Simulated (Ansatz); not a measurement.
# CsPbCl3 in I4/mcm, a phase reached by a soft mode: a soft mode frozen in

Aim: this structure of CsPbCl3 in I4/mcm, a phase reached by a soft mode is to be tested for unstable modes, and one is followed downhill.

Method: DFT PBEsol, scalar-relativistic, plane waves, PAW; PAW set soft_1, in Ansatz 0.2.0.

Most raw output is cut from this account.

The structure was built from a prototype and need not be the compound's stable phase.

### Step 1. Starting point

The structure is tetragonal, space group I4/mcm (No. 140). The conventional cell has a = 7.775 Å, b = 7.775 Å, c = 11.384 Å, α = 90.00°, β = 90.00°, γ = 90.00°. Nearest to Cs lie 12 Cl at 3.51 to 4.47 Å. Pb has 6 Cl at 2.84 to 2.85 Å nearest. Nearest to Cl lie 2 Pb at 2.84 Å and 4 Cs at 3.51 to 4.47 Å. Cl has 2 Pb at 2.85 Å and 4 Cs at 3.89 Å nearest. Farther neighbours and most contacts between anions are not listed.

### Step 2. Linear response at the zone centre

This phase was reached earlier by freezing in an unstable mode of a structure of higher symmetry and relaxing. Its zone-centre modes can show that it is still unstable.

input.yaml reads:

```yaml
crystal:
  lattice:
    - [-3.8875140237, 3.8875140237, 5.6922219697]
    - [3.8875140237, -3.8875140237, 5.6922219697]
    - [3.8875140237, 3.8875140237, -5.6922219697]
  atoms:
    - { symbol: Cs, position: [0.75, 0.25, 0.5] }
    - { symbol: Cs, position: [0.25, 0.75, 0.5] }
    - { symbol: Pb, position: [0.0, 0.0, 0.0] }
    - { symbol: Pb, position: [0.5, 0.5, 0.0] }
    - { symbol: Cl, position: [0.8137468842, 0.3137468842, 0.1274937684] }
    - { symbol: Cl, position: [0.1862531158, 0.6862531158, 0.8725062316] }
    - { symbol: Cl, position: [0.25, 0.25, 0.0] }
    - { symbol: Cl, position: [0.75, 0.75, 0.0] }
    - { symbol: Cl, position: [0.3137468842, 0.1862531158, 0.5] }
    - { symbol: Cl, position: [0.6862531158, 0.8137468842, 0.5] }
kpoints:
  mp_grid: { grid: [6, 6, 6] }
hamiltonian:
  xc: pbesol
  pseudopotentials: { kind: paw, azcp: { folder: soft_1 }, xc_functional: pbe }
scf:
  occupations: { method: fixed }
output:
  eigenvalues: true
phonons:
  method: dfpt
  dielectric: true
  rigid_motions: translations
```

The run is started by

```
ansatz run input.yaml --threads 4 --pin off --max-ram 16384MiB --backend cpu --events-out ev --progress --plain --runs-dir out
```

It took 19 min on 4 threads of Arm Neoverse V1, shared host; peak memory 8.1 GiB; 73 min of CPU time.

Numbers from this step:

| Quantity | Value |
| --- | --- |
| gap on the k-mesh | 2.086 eV |
| volume per atom | 34.41 Å³ |
| sum-rule residual before enforcement | 3.99e-5 eV/Å² |
| miss of the charge sum rule | 0.02793 e |
| estimated error of the dielectric tensor | 0.01017 |
| estimated error of the Born charges | 0.02249 e |
| point group | 4/mmm |
| highest optical mode at the zone centre (no LO-TO term) | 246.1 cm⁻¹ |
| lowest optical zone-centre mode | -17.39 cm⁻¹ |
| mean high-frequency dielectric constant | 3.911 |
| largest Born charge (third of the trace) | 3.785 e |
| top of the zone-centre spectrum with the field | 246.1 cm⁻¹ |

Without the LO-TO term. Patterns of degenerate modes are one choice out of their space. The modes at Γ (shares of kinetic energy by element, %) (negative means imaginary):

| mode | frequency (cm⁻¹) | symmetry | Cs % | Pb % | Cl % |
| --- | --- | --- | --- | --- | --- |
| 1 | -17.4 | Eg | 41 | 0 | 59 |
| 2 | -17.4 | Eg | 41 | 0 | 59 |
| 3 | 0.0 | acoustic | 30 | 46 | 24 |
| 4 | 0.0 | acoustic | 30 | 46 | 24 |
| 5 | 0.0 | acoustic | 30 | 46 | 24 |
| 6 | 27.9 | Eu | 56 | 13 | 31 |
| 7 | 27.9 | Eu | 56 | 13 | 31 |
| 8 | 47.0 | Eg | 59 | 0 | 41 |
| 9 | 47.0 | Eg | 59 | 0 | 41 |
| 10 | 48.2 | A2u | 52 | 39 | 9 |
| 11 | 52.2 | B2g | 99 | 0 | 1 |
| 12 | 52.3 | Eu | 12 | 19 | 69 |
| 13 | 52.3 | Eu | 12 | 19 | 69 |
| 14 | 60.7 | Eu | 3 | 34 | 63 |
| 15 | 60.7 | Eu | 3 | 34 | 63 |
| 16 | 78.4 | B1u | 0 | 0 | 100 |
| 17 | 80.0 | A1g | 0 | 0 | 100 |
| 18 | 82.7 | A2u | 18 | 3 | 79 |
| 19 | 92.3 | A1u | 0 | 100 | 0 |
| 20 | 92.9 | Eg | 0 | 0 | 100 |
| 21 | 92.9 | Eg | 0 | 0 | 100 |
| 22 | 101.5 | Eu | 0 | 70 | 30 |
| 23 | 101.5 | Eu | 0 | 70 | 30 |
| 24 | 106.7 | B2g | 1 | 0 | 99 |
| 25 | 112.3 | A2u | 0 | 12 | 88 |
| 26 | 115.7 | Eu | 0 | 17 | 83 |
| 27 | 115.7 | Eu | 0 | 17 | 83 |
| 28 | 200.7 | A2g | 0 | 0 | 100 |
| 29 | 201.4 | B1g | 0 | 0 | 100 |
| 30 | 246.1 | A2g | 0 | 0 | 100 |

Displacements in mode 1 (-17.4 cm⁻¹), the largest set to 1:
```
Cs1  0.04  0.52  0.00
Cs2 -0.04 -0.52  0.00
Pb3  0.00  0.00  0.00
Pb4  0.00  0.00  0.00
Cl5  0.00  0.00 -0.50
Cl6  0.00  0.00  0.50
Cl7  0.07 -1.00  0.00
Cl8 -0.07  1.00  0.00
Cl9  0.00  0.00  0.43
Cl10 0.00  0.00 -0.43
```

Displacements in mode 27 (115.7 cm⁻¹), the largest set to 1:
```
Cs1  0.00 -0.01  0.00
Cs2  0.00 -0.01  0.00
Pb3 -0.11 -0.33  0.00
Pb4  0.11 -0.33  0.00
Cl5 -0.86  1.00  0.00
Cl6 -0.86  1.00  0.00
Cl7  0.00 -0.04  0.00
Cl8  0.00 -0.04  0.00
Cl9  0.86  1.00  0.00
Cl10 0.86  1.00  0.00
```

Before it was imposed, the acoustic sum rule was missed by 4.0e-5 eV/Å² and the charge sum rule by 0.028 e. Small misses are needed for a sound result but don't prove that mesh and cutoff are converged. The lowest optical mode is imaginary, 17.4i cm⁻¹, so the energy falls along it.

### Step 3. The mode frozen in, largest atomic shift 0 Å

The mode followed lies at Γ with frequency 17.4i cm⁻¹ and is 2-fold degenerate, the softest among the wavevectors solved. At small amplitude the distorted cell has space group no. 15 by a symmetry search on the positions. The undistorted cell that holds it gives the zero of energy on the same k mesh.

input.yaml, as its differences from that of step 2:

```diff
@@ -22,8 +22,6 @@
 scf:
-  occupations: { method: fixed }
+  occupations: { method: gaussian, width: 0.02 }
 output:
+  forces: true
+  stress: true
   eigenvalues: true
-phonons:
-  method: dfpt
-  dielectric: true
-  rigid_motions: translations
```

The job ended after 11 s (4 threads; peak memory 1 GiB; 42 s of CPU time).

This step gave:

```yaml
pressure: -0.004057 GPa
energy_from_the_undistorted_cell: 0 meV/atom
```

At this level the gap is 2.09 eV on the k-mesh of the self-consistent run, which can miss the band edges.

### Step 4. The mode frozen in, largest atomic shift 0.14 Å

The atoms are moved along the unstable eigenvector, the largest shift by 0.14 Å, with the cell fixed.

input.yaml, the sections that differ from step 3:

```yaml
crystal:
  lattice:
    - [-3.8875140237, 3.8875140237, 5.6922219697]
    - [3.8875140237, -3.8875140237, 5.6922219697]
    - [3.8875140237, 3.8875140237, -5.6922219697]
  atoms:
    - { symbol: Cs, position: [0.7593671661, 0.25, 0.5093671661] }
    - { symbol: Cs, position: [0.2406328339, 0.75, 0.4906328339] }
    - { symbol: Pb, position: [0.0, 0.0, 0.0] }
    - { symbol: Pb, position: [0.5, 0.5, 0.0] }
    - { symbol: Cl, position: [0.8080270811, 0.3080270811, 0.1274937684] }
    - { symbol: Cl, position: [0.1919729189, 0.6919729189, 0.8725062316] }
    - { symbol: Cl, position: [0.2319936341, 0.25, -0.0180063659] }
    - { symbol: Cl, position: [0.7680063659, 0.75, 0.0180063659] }
    - { symbol: Cl, position: [0.3194666873, 0.1919729189, 0.5] }
    - { symbol: Cl, position: [0.6805333127, 0.8080270811, 0.5] }
# kpoints, hamiltonian, scf, output: as in step 3
```

Elapsed: 24 s, on 4 threads; peak memory 1.3 GiB; 93 s of CPU time.

This step gave:

| Quantity | Value |
| --- | --- |
| pressure | -0.004873 GPa |
| gap on the k-mesh | 2.101 eV |
| energy from the undistorted cell | -0.096 meV/atom |

The energy, extrapolated to zero smearing, is -0.10 meV/atom against the undistorted cell.

The run ends at a pressure of 0.00 GPa, with forces up to 0.0035 eV/Å.

### Step 5. Energy along the mode, all amplitudes (two of the runs are shown above)

An imaginary frequency means negative curvature, so the energy should fall and then rise again as anharmonic terms take over.

Numbers from this step:

```yaml
depth_at_the_lowest_point_sampled: 0.096 meV/atom
largest_atomic_shift_at_that_point: 0.14 Å
```

Energy from the parent against largest atomic shift:

| largest atomic shift (Å) | energy from the parent (meV/atom) |
| --- | --- |
| 0.000 | 0 |
| 0.040 | -0.015 |
| 0.080 | -0.052 |
| 0.140 | -0.096 |
| 0.220 | 0.113 |
| 0.320 | 1.71 |
| 0.450 | 9.32 |

Displacement at unit largest shift by atom:

| atom | x (Å) | y (Å) | z (Å) | size |
| --- | --- | --- | --- | --- |
| Cs1 | 0.00 | 0.52 | 0.00 | 0.52 |
| Cs2 | 0.00 | -0.52 | 0.00 | 0.52 |
| Pb3 | 0.00 | 0.00 | 0.00 | 0.00 |
| Pb4 | 0.00 | 0.00 | 0.00 | 0.00 |
| Cl5 | 0.00 | 0.00 | -0.47 | 0.47 |
| Cl6 | 0.00 | 0.00 | 0.47 | 0.47 |
| Cl7 | 0.00 | -1.00 | 0.00 | 1.00 |
| Cl8 | 0.00 | 1.00 | 0.00 | 1.00 |
| Cl9 | 0.00 | 0.00 | 0.47 | 0.47 |
| Cl10 | 0.00 | 0.00 | -0.47 | 0.47 |

The lowest of the steps tried is at 0.14 Å, 0.096 meV/atom below the parent; the bottom of the well need not coincide with a step.

### Step 6. Relaxation from the frozen mode

Starting from the lowest point found, all atoms and the cell are let go, so that strain and other modes of the same symmetry can join in.

input.yaml, as its differences from that of step 4:

```diff
@@ -22,3 +22,3 @@
 scf:
-  occupations: { method: gaussian, width: 0.02 }
+  occupations: { method: fixed }
 output:
@@ -27 +27,6 @@
   eigenvalues: true
+relax:
+  adjacent_minimum: "off"
+  f_tol: 0.002
+  max_steps: 120
+  cell: { stress_tol: 0.03 }
```

Elapsed: 3.4 min, on 4 threads; peak memory 1.4 GiB.

Relaxation path:

| step | energy less that of the first step (eV) | largest force component (eV/Å) | pressure (GPa) | volume (Å³) |
| --- | --- | --- | --- | --- |
| 1 | 0.0000 | 0.0031 | 0.00 | 344.10 |
| 2 | -0.0003 | 0.0020 | 0.00 | 344.08 |
| 3 | -0.0006 | 0.0041 | 0.00 | 344.33 |
| 4 | -0.0008 | 0.0029 | 0.00 | 344.36 |
| 5 | -0.0010 | 0.0040 | 0.00 | 344.39 |
| 6 | -0.0011 | 0.0027 | 0.00 | 344.46 |
| 7 | -0.0011 | 0.0004 | 0.00 | 344.42 |
| 8 | -0.0011 | 0.0003 | 0.00 | 344.43 |
| 9* | -0.0011 | 0.0003 | 0.00 | 344.43 |

Relaxation steps marked * repeat the geometry before them on a plane-wave basis chosen anew for their cell, so energy and pressure can jump there.

Forces are held to the 4 operations that the run works with; a distortion that breaks them can't arise in this run.

| cell as run | before | after | change |
| --- | --- | --- | --- |
| a (Å) | 7.914 | 7.920 | +0.1 % |
| b (Å) | 7.914 | 7.899 | -0.2 % |
| c (Å) | 7.914 | 7.920 | +0.1 % |
| α (°) | 121.16 | 121.50 | +0.3 % |
| β (°) | 121.16 | 120.58 | -0.5 % |
| γ (°) | 88.01 | 88.29 | +0.3 % |
| volume (Å³/atom) | 34.41 | 34.44 | +0.1 % |

The atoms that moved most (Å, as changes of fractional coordinates times the final cell):

| atom | dx | dy | dz | length |
| --- | --- | --- | --- | --- |
| Cl7 | 0.000 | -0.062 | 0.000 | 0.062 |
| Cl8 | 0.000 | 0.062 | 0.000 | 0.062 |
| Cl9 | 0.008 | -0.021 | 0.037 | 0.043 |
| Cl10 | -0.008 | 0.021 | -0.037 | 0.043 |
| Cl5 | -0.008 | -0.021 | -0.037 | 0.043 |
| Cl6 | 0.008 | 0.021 | 0.037 | 0.043 |
| Cs2 | 0.000 | -0.031 | 0.000 | 0.031 |
| Cs1 | 0.000 | 0.031 | 0.000 | 0.031 |

This step gave:

```yaml
pressure: 0.001274 GPa
gap_on_the_k_mesh: 2.120 eV
volume_per_atom: 34.44 Å³
```

The distorted start has space group C2/c; the relaxation ends in C2/c.

### Step 7. The new phase in its own primitive cell

The relaxed structure is symmetrised, reduced to its primitive cell and relaxed tightly, as its phonons need.

input.yaml, the sections that differ from step 6:

```yaml
crystal:
  lattice:
    - [6.854923014, -3.925413835, 0.0]
    - [6.854923014, 3.925413835, 0.0]
    - [-4.3341809609, 0.0, 6.4000322232]
  atoms:
    - { symbol: Cs, position: [0.2367115204, 0.7632884796, 0.25] }
    - { symbol: Cs, position: [0.7632884796, 0.2367115204, 0.75] }
    - { symbol: Pb, position: [0.5, 0.0, 0.0] }
    - { symbol: Pb, position: [0.0, 0.5, 0.5] }
    - { symbol: Cl, position: [0.6799938234, 0.8021159688, 0.678290957] }
    - { symbol: Cl, position: [0.3200061766, 0.1978840312, 0.321709043] }
    - { symbol: Cl, position: [0.7759301802, 0.2240698198, 0.25] }
    - { symbol: Cl, position: [0.2240698198, 0.7759301802, 0.75] }
    - { symbol: Cl, position: [0.1978840312, 0.3200061766, 0.821709043] }
    - { symbol: Cl, position: [0.8021159688, 0.6799938234, 0.178290957] }
relax:
  adjacent_minimum: "off"
  f_tol: 0.001
  max_steps: 60
  cell: { stress_tol: 0.01 }
# kpoints, hamiltonian, scf, output: as in step 6
```

Elapsed: 57 s, on 4 threads; peak memory 1.4 GiB; 3.7 min of CPU time.

Little changed from the start: no atom moved by 0.005 Å and no cell edge by 0.1 %.

Numbers from this step:

```yaml
direct_gap_on_mesh: 2.120 eV
```

The largest force component left is 0.29 meV/Å and the pressure is 0.001 GPa, within the tolerances set. The cell now holds 34.44 Å³/atom.

### Step 8. Modes of the new phase

A relaxed structure may still be a saddle point, so its zone-centre modes are computed. The response to a homogeneous field gives the Born charges and the dielectric tensor.

input.yaml, as its differences from that of step 7:

```diff
@@ -24,9 +24,6 @@
 output:
-  forces: true
-  stress: true
   eigenvalues: true
-relax:
-  adjacent_minimum: "off"
-  f_tol: 0.001
-  max_steps: 60
-  cell: { stress_tol: 0.01 }
+phonons:
+  method: dfpt
+  dielectric: true
+  rigid_motions: translations
```

Run time: 26 min. Hardware: 4 threads; peak memory 8.6 GiB; 1.7 h of CPU time.

This step gave:

```yaml
sum_rule_residual_before_enforcement: 3.68e-5 eV/Å²
miss_of_the_charge_sum_rule: 0.02464 e
estimated_error_of_the_dielectric_tensor: 0.01279
estimated_error_of_the_born_charges: 0.01908 e
point_group: 2/m
highest_optical_mode_at_the_zone_centre_no_lo_to_term: 245.6 cm⁻¹
lowest_optical_zone_centre_mode: -11.18 cm⁻¹
mean_high_frequency_dielectric_constant: 3.901
largest_born_charge_third_of_the_trace: 3.783 e
top_of_the_zone_centre_spectrum_with_the_field: 245.6 cm⁻¹
```

Without the LO-TO term. Patterns of degenerate modes are one choice out of their space. The modes at Γ (shares of kinetic energy by element, %) (negative means imaginary):

| mode | frequency (cm⁻¹) | symmetry | Cs % | Pb % | Cl % |
| --- | --- | --- | --- | --- | --- |
| 1 | -11.2 | Bg | 40 | 0 | 60 |
| 2 | 0.0 | acoustic | 30 | 46 | 24 |
| 3 | 0.0 | acoustic | 30 | 46 | 24 |
| 4 | 0.0 | acoustic | 30 | 46 | 24 |
| 5 | 29.0 | Bu | 56 | 13 | 31 |
| 6 | 32.5 | Ag | 57 | 0 | 43 |
| 7 | 39.8 | Au | 65 | 29 | 5 |
| 8 | 44.2 | Bg | 66 | 0 | 34 |
| 9 | 46.4 | Ag | 42 | 0 | 58 |
| 10 | 47.5 | Bu | 52 | 36 | 13 |
| 11 | 51.8 | Bg | 93 | 0 | 7 |
| 12 | 51.9 | Bu | 14 | 20 | 65 |
| 13 | 56.7 | Au | 0 | 9 | 91 |
| 14 | 58.4 | Bu | 2 | 29 | 69 |
| 15 | 63.6 | Au | 4 | 29 | 68 |
| 16 | 77.7 | Ag | 1 | 0 | 99 |
| 17 | 77.8 | Au | 1 | 10 | 90 |
| 18 | 80.5 | Bu | 15 | 15 | 70 |
| 19 | 90.6 | Bg | 0 | 0 | 100 |
| 20 | 93.1 | Au | 0 | 98 | 2 |
| 21 | 96.1 | Ag | 0 | 0 | 100 |
| 22 | 101.4 | Bu | 1 | 62 | 37 |
| 23 | 102.0 | Au | 0 | 66 | 34 |
| 24 | 106.8 | Bg | 1 | 0 | 99 |
| 25 | 112.7 | Bu | 0 | 15 | 85 |
| 26 | 114.1 | Au | 0 | 14 | 86 |
| 27 | 115.1 | Bu | 0 | 17 | 82 |
| 28 | 200.2 | Ag | 0 | 0 | 100 |
| 29 | 200.5 | Bg | 0 | 0 | 100 |
| 30 | 245.6 | Bg | 0 | 0 | 100 |

Displacements in mode 5 (29.0 cm⁻¹), the largest set to 1:
```
Cs1 -0.53  0.00  0.70
Cs2 -0.53  0.00  0.70
Pb3  0.20  0.10 -0.26
Pb4  0.20 -0.10 -0.26
Cl5  0.08 -0.23 -0.05
Cl6  0.08 -0.23 -0.05
Cl7  0.67  0.00 -1.00
Cl8  0.67  0.00 -1.00
Cl9  0.08  0.23 -0.05
Cl10 0.08  0.23 -0.05
```

Displacements in mode 27 (115.1 cm⁻¹), the largest set to 1:
```
Cs1 -0.01  0.00 -0.02
Cs2 -0.01  0.00 -0.02
Pb3  0.00 -0.15 -0.30
Pb4  0.00  0.15 -0.30
Cl5 -0.46  0.56  0.61
Cl6 -0.46  0.56  0.61
Cl7  1.00  0.00  0.61
Cl8  1.00  0.00  0.61
Cl9 -0.46 -0.56  0.61
Cl10-0.46 -0.56  0.61
```

Optical modes at the zone centre, without and with the macroscopic field of the longitudinal modes; each column is sorted by frequency, so a row need not hold one and the same mode. Modes with and without the field, by row:

| rank among optical modes | no field (cm⁻¹) | q along (1, 0, 0) (cm⁻¹) | q along (0, 1, 0) (cm⁻¹) | q along (0, 0, 1) (cm⁻¹) |
| --- | --- | --- | --- | --- |
| 1 | -11.2 | -11.2 | -11.2 | -11.2 |
| 2 | 29 | 30.6 | 29 | 32.1 |
| 3 | 32.5 | 32.5 | 32.5 | 32.5 |
| 4 | 39.8 | 39.8 | 40.6 | 39.8 |
| 5 | 44.2 | 44.2 | 44.2 | 44.2 |
| 6 | 46.4 | 46.4 | 46.4 | 46.4 |
| 7 | 47.5 | 47.5 | 47.5 | 47.5 |
| 8 | 51.8 | 51.8 | 51.8 | 51.8 |
| 9 | 51.9 | 51.9 | 51.9 | 52.5 |
| 10 | 56.7 | 56.7 | 56.8 | 56.7 |
| 11 | 58.4 | 59.5 | 58.4 | 60 |
| 12 | 63.6 | 63.6 | 70 | 63.6 |
| 13 | 77.7 | 77.7 | 77.7 | 77.7 |
| 14 | 77.8 | 77.8 | 77.8 | 77.8 |
| 15 | 80.5 | 82.2 | 80.5 | 83.8 |
| 16 | 90.6 | 90.6 | 90.6 | 90.6 |
| 17 | 93.1 | 93.1 | 93.1 | 93.1 |
| 18 | 96.1 | 96.1 | 96.1 | 96.1 |
| 19 | 101.4 | 101.5 | 101.4 | 101.5 |
| 20 | 102 | 102 | 102 | 102 |
| 21 | 106.8 | 106.8 | 106.8 | 106.8 |
| 22 | 112.7 | 114.1 | 112.7 | 112.7 |
| 23 | 114.1 | 115.1 | 115.1 | 114.1 |
| 24 | 115.1 | 200.2 | 200.2 | 200.2 |
| 25 | 200.2 | 200.5 | 200.5 | 200.5 |
| 26 | 200.5 | 216.4 | 215.1 | 215.3 |
| 27 | 245.6 | 245.6 | 245.6 | 245.6 |

Born charge (rows field, columns displacement) (e), principal values of the symmetric part by kind of site:

| atom | atoms with these values | low | middle | high | mean |
| --- | --- | --- | --- | --- | --- |
| Cs1 | 2 | 1.25 | 1.26 | 1.41 | 1.31 |
| Pb3 | 2 | 3.67 | 3.75 | 3.93 | 3.78 |
| Cl5 | 4 | -3.45 | -0.81 | -0.76 | -1.68 |
| Cl7 | 2 | -3.68 | -0.77 | -0.76 | -1.73 |

In full for Cl7:

```
-2.75  0.00 -1.37
 0.00 -0.77  0.00
-1.35  0.00 -1.69
```

High-frequency dielectric tensor:

```
3.97 0.00 0.13
0.00 3.84 0.00
0.13 0.00 3.89
```

Transverse modes; imaginary modes are left out. Infrared lines, with heights relative to the strongest:

| position (cm⁻¹) | lines merged | relative intensity |
| --- | --- | --- |
| 29 | 1 | 3.9 |
| 32 | 1 | 0.0 |
| 40 | 1 | 1.1 |
| 44 | 1 | 0.0 |
| 46 | 1 | 0.0 |
| 48 | 1 | 0.1 |
| 52 | 2 | 1.0 |
| 57 | 1 | 0.2 |
| 58 | 1 | 4.8 |
| 64 | 1 | 12 |
| 78 | 2 | 0.0 |
| 80 | 1 | 14 |
| 91 | 1 | 0.0 |
| 93 | 1 | 0.1 |
| 96 | 1 | 0.0 |
| 101 | 1 | 1.8 |
| 102 | 1 | 0.0 |
| 107 | 1 | 0.0 |
| 113 | 1 | 100 |
| 114 | 1 | 92 |
| 115 | 1 | 92 |
| 200 | 2 | 0.0 |
| 246 | 1 | 0.0 |

Before it was imposed, the acoustic sum rule was missed by 3.7e-5 eV/Å² and the charge sum rule by 0.025 e. Small misses are needed for a sound result but don't prove that mesh and cutoff are converged. The lowest optical mode is imaginary, 11.2i cm⁻¹, so the energy falls along it.

### Step 9. Summary of results

| Item | Value |
| --- | --- |
| unstable mode of the parent | q = (0, 0, 0), 17i cm⁻¹ |
| depth at the lowest point sampled | 0.096 meV/atom |
| largest atomic shift at that point | 0.14 Å |
| space group reached (within 0.01 Å) | C2/c |
| energy gained over the parent (first relaxation, on the mesh of the frozen mode) | 0.206 meV/atom |
| volume per atom, phase reached | 34.4 Å³ |
| gap on the k-mesh, phase reached | 2.12 eV |
| lowest optical zone-centre mode, phase reached | -11.2 cm⁻¹ |
| highest optical mode at the zone centre (no LO-TO term), phase reached | 246 cm⁻¹ |

In words: Along this mode the structure falls into C2/c, 0.206 meV/atom below the parent. At the parent's cell the well is 0.096 meV/atom deep on the steps tried, with its lowest point at a shift of 0.14 Å. Relaxing atoms and cell changes the gain by +0.11 meV/atom against the lowest step (energies at zero smearing). The new phase still has an imaginary mode at the zone centre of its cell, so it is a saddle point on the way to a lower structure. How so shallow a well moves with the k mesh was not tested. Of the 2 patterns followed to their end from this parent, this one ends 0.0704 meV/atom above the lowest, C2/m. Another end point lies within 1 meV/atom; how such a difference moves with mesh and cutoff was not tested. Each path keeps the symmetry of its pattern, so a lower phase may lie along a pattern not tried. Spin-orbit coupling is left out, which can matter for the heavy elements here. The PAW files were made for PBE and serve the other functionals too. The starting cell was built on a prototype and not taken from a measurement, so the phase need not exist.

[Logs are printed without paths, hosts, clocks, repeated set-up lines and the standing remarks that a program may print on its own settings, such as how far it seeks lower states.]

[Hosts, paths, dates, database ids (printed as entryN), source tags and the programs' standing remarks are cut or masked in the printed files.]
